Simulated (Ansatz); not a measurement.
Runs of Ansatz 0.2.0 on W. It takes space group Fm-3m (No. 225, cubic). Conventional cell: a = 4.060 Å, b = 4.060 Å, c = 4.060 Å, α = 90.00°, β = 90.00°, γ = 90.00°. W (site symmetry m-3m) has 12 W at 2.87 Å as nearest neighbours. This isn't the form of W at room conditions, which is bcc.

| level | cutoff (eV) | gap on the mesh (eV) | pressure (GPa) | relaxed volume (Å³/atom) |
| --- | --- | --- | --- | --- |
| revPBE | 420 | none | 0.0 | (b) |
| PBE | 420 | none | 0.0 | 16.45 |
| LDA | 420 | none | 0.0 | 15.72 |
| r2SCAN | 500 | none | 0.0 | 16.18 |
| PBEsol | 420 | none | 0.0 | (a) |

Alike in all rows: task relaxation of cell and atoms; potentials or basis Ansatz PAW; no spin polarisation; cell relaxed; k mesh 11 × 11 × 11; smearing fermi-dirac 0.05 eV.

Task: Estimate the missing entries.

Result: (a) 16.00; (b) 16.59.

Caveats: the plane-wave basis is chosen anew once the cell has moved, so the energies of steps on either side of that aren't comparable; the PAW data sets come from PBE, with cores solved anew for the run's functional, which leaves a small shift of forces and pressure (some runs).

A k mesh can miss the band edges, and the runs leave out spin-orbit coupling on W.

A gap of «none» marks a metal or a gap under the smearing width.
